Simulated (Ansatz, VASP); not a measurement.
KCl: VASP beside Ansatz

```xyz
2
Lattice="3.6340 0.0000 0.0000 0.0000 3.6340 0.0000 0.0000 0.0000 3.6703" Properties=species:S:1:pos:R:3 pbc="T T T"
K     0.0000    0.0000    0.0000
Cl    1.8170    1.8170    1.8352
```

Change from the starting cell: zz strain of +1 %, crystal datasets.

Alike in both runs: task electric field gradients; functional PBE; k mesh 7 × 7 × 7; occupations fermi-dirac, width 0.02 eV; no spin polarisation.

|  | VASP | Ansatz |
| --- | --- | --- |
| version | VASP 6.6.1 | Ansatz 0.2.0 |
| potentials or method | VASP PAW PBE potentials, release 64 (K_sv, Cl), cutoff 520 eV | all-electron PAW with datasets made for the crystal, scalar-relativistic |

```csv
,VASP,Ansatz,Ansatz less VASP
gap on the k mesh at the Fermi level (eV),5.54,5.54,+0.002
pressure (GPa),4.2,4.1,-0.06
largest component of the traceless stress (GPa),0.34,0.34,+0.002
Vzz of the field gradient on the site that differs most (V/Å²),2.6,2.6,+0.06
```

Ansatz ran all-electron here, so the differences hold the error of VASP's frozen core and of both bases.

Caveats: an odd mesh through Γ misses points on the zone boundary, where band edges often lie.
